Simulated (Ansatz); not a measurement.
BeS, NiAs type: a one-shot G0W0 calculation in the plane-wave code Ansatz (G0W0@PBE with 367 empty bands, a screening cutoff of 220 eV and a 6×6×4 mesh). The cell was relaxed beforehand with r2SCAN.

Input (YAML):
```yaml
crystal:
  lattice:
    - [3.3002360792, 0.0, 0.0]
    - [-1.6501180396, 2.8580882831, 0.0]
    - [0.0, 0.0, 5.255222052]
  atoms:
    - { symbol: Be, position: [0.0, 0.0, 0.0] }
    - { symbol: Be, position: [0.0, 0.0, 0.5] }
    - { symbol: S, position: [0.3333333333, 0.6666666667, 0.25] }
    - { symbol: S, position: [0.6666666667, 0.3333333333, 0.75] }
kpoints:
  mp_grid: { grid: [6, 6, 4] }
hamiltonian:
  xc: pbe
scf:
  occupations: { method: fixed }
gw:
  n_empty_bands: 367
  ecut_chi: 220
  qp_bands: [v2, c2]
  qp_kpoints: band_edges
  screening: { model: contour_deformation }
```

Command: `ansatz run input.yaml --threads 2 --pin off --max-ram 2211MiB --backend cpu --events-out ev --progress --plain --runs-dir out`.

**Question.** What wall time did it need on 2 threads of Arm Neoverse V1, with other jobs on the host, load about 0.3 per core, and what peak of host memory did it reach?

**Answer.** About 7.7 min, with a peak of 0.98 GiB.

What the program printed (shortened):
```
Pseudopotential: Be, paw, valence charge 2, recommended cutoff 420 eV (normal)
Pseudopotential: S, paw, valence charge 6, recommended cutoff 420 eV (normal)
Functional definition: PBE
Crystal: 4 atoms, lattice volume = 49.569 Å³
Basis set: ecut = 420 eV, 977 PW (Γ)
Bands: 12, of which v1, the nominal top of the filled ones, is band 8 counted from 1 (7 counted from 0)
Symmetry: 24 space group operations
Space group: P63/mmc (ITA 194)
k-points: 21 of 144
SCF converged after 6 iterations
Free energy (F): -1991.847099 eV
Fermi energy:    8.050788 eV
--- Band table (eV; the first three rows and the last of 21) ---
  k-point 0: bands = […, 0.8456, 7.2629, 7.2629, 7.2992, 7.2992, 8.0508, 11.4982, 12.8316, 13.7988, 13.7988]
  k-point 1: bands = […, 1.8406, 6.6295, 7.3084, 7.3084, 7.3340, 7.3340, 11.7357, 12.9455, 13.4381, 13.4381]
  k-point 2: bands = […, 4.0854, 4.0854, 7.3630, 7.3630, 7.3630, 7.3630, 12.3668, 12.3668, 13.2274, 13.2274]
  k-point 20: bands = […, 2.0083, 2.0083, 2.0331, 2.0331, 7.3197, 7.3197, 11.9235, 11.9235, 12.5724, 12.5724]
--- G₀W₀: contour deformation, 7 samples at zero and on the imaginary axis and 2 off it, 144 q-points, 367 empty bands' worth ---
    ik  band        ε_KS         Σx   Σc(E_QP)       V_xc       Z   E_QP_lin       E_QP  E_QP is
     0     7      7.2992   -18.2467     1.6993   -15.7754  0.7739     6.5219     6.5272  root
     0     8      8.0508   -18.3195     1.5587   -16.0367  0.7740     7.3224     7.3267  root
     0     9     11.4982    -7.6116    -4.5700   -12.4487  0.7967    11.7659    11.7653  root
     0    10     12.8316    -9.4351    -5.1452   -14.8068  0.7763    13.0587    13.0581  root
     2     7      7.3630   -18.1321     1.7298   -15.6283  0.7740     6.5836     6.5890  root
     2     8      7.3630   -18.1321     1.7298   -15.6283  0.7740     6.5836     6.5890  root
     2     9     12.3668    -7.6250    -4.8509   -12.7511  0.7902    12.6427    12.6419  root
     2    10     12.3668    -7.6250    -4.8509   -12.7511  0.7902    12.6427    12.6419  root
     3     7      7.8416   -18.4240     1.5400   -16.1286  0.7765     7.0815     7.0861  root
     3     8      7.8483   -18.2034     1.5800   -15.8898  0.7740     7.1101     7.1147  root
     3     9     12.4029    -7.1968    -4.7663   -12.2548  0.7904    12.6954    12.6946  root
     3    10     12.9829    -5.8470    -5.1902   -11.3385  0.7720    13.2856    13.2842  root
     5     7      6.7969   -17.7037     1.8572   -15.0671  0.7713     6.0115     6.0176  root
     5     8      6.7969   -17.7037     1.8572   -15.0671  0.7713     6.0115     6.0176  root
     5     9     12.3822    -6.6881    -4.8249   -11.7819  0.7878    12.6518    12.6511  root
     5    10     12.3822    -6.6881    -4.8249   -11.7819  0.7878    12.6518    12.6511  root
     6     7      6.6450   -17.0992     1.7412   -14.6126  0.7704     5.8939     5.8996  root
     6     8      7.6065   -18.3150     1.5786   -15.9693  0.7761     6.8345     6.8394  root
     6     9     11.5615    -6.5515    -4.4855   -11.2238  0.7994    11.7485    11.7481  root
     6    10     11.8940    -7.9938    -4.6127   -12.8039  0.7786    12.0919    12.0915  root
     7     7      6.6794   -17.5193     1.8175   -14.9383  0.7702     5.9099     5.9159  root
     7     8      6.9870   -17.7351     1.7299   -15.2361  0.7733     6.2123     6.2179  root
     7     9     10.9874    -7.4278    -4.4582   -12.0746  0.7907    11.1762    11.1759  root
     7    10     12.0092    -6.9730    -4.5979   -11.7742  0.7935    12.2128    12.2124  root
     8     7      5.9711   -17.4579     2.1346   -14.5231  0.7651     5.1633     5.1710  root
     8     8      5.9711   -17.4579     2.1346   -14.5231  0.7651     5.1633     5.1710  root
     8     9     11.4999    -7.1420    -4.5706   -11.9165  0.7910    11.7042    11.7038  root
     8    10     11.4999    -7.1420    -4.5706   -11.9165  0.7910    11.7042    11.7038  root
     9     7      5.3775   -16.6563     2.1153   -13.7732  0.7596     4.6010     4.6096  root
     9     8      7.4262   -18.2477     1.6252   -15.8461  0.7755     6.6446     6.6497  root
     9     9     11.1664    -6.4226    -4.3826   -10.9441  0.8023    11.3053    11.3052  root
     9    10     11.8738    -7.1309    -4.6767   -12.0893  0.7945    12.1563    12.1555  root
    10     7      6.0298   -17.0436     1.9507   -14.3233  0.7664     5.2531     5.2601  root
    10     8      6.7306   -17.6273     1.7987   -15.0523  0.7719     5.9483     5.9543  root
    10     9     10.5894    -8.0340    -4.2977   -12.4911  0.7915    10.7490    10.7488  root
    10    10     11.5157    -6.4535    -4.4590   -11.0717  0.8003    11.6751    11.6748  root
  […]
```

The rows of the band table are 0: (0, 0, 0) = Γ, 1: (0, 0, 1/4), 2: (0, 0, -1/2) = A, 20: (1/3, 1/3, -1/2) = H.

The points are ik 0 = (0, 0, 0) (Γ), ik 2 = (0, 0, -1/2) (A), ik 3 = (0, 1/6, 0), ik 5 = (0, 1/6, -1/2), ik 6 = (0, 1/3, 0), ik 7 = (0, 1/3, 1/4), ik 8 = (0, 1/3, -1/2), ik 9 = (0, -1/2, 0) (M), ik 10 = (0, -1/2, 1/4), ik 11 = (0, -1/2, -1/2) (L), ik 15 = (1/6, 1/3, 0), ik 17 = (1/6, 1/3, -1/2); band 8 is the last filled one.

G0W0 moves the gap on the mesh from 1.46 eV (PBE) to 2.29 eV (Γ to K). Renormalisation factors Z lie between 0.74 and 0.80. G0W0 values are finite-basis, finite-mesh values.

The cell comes from a prototype generator: it can be a known phase or a hypothetical one. Spin polarisation is off.
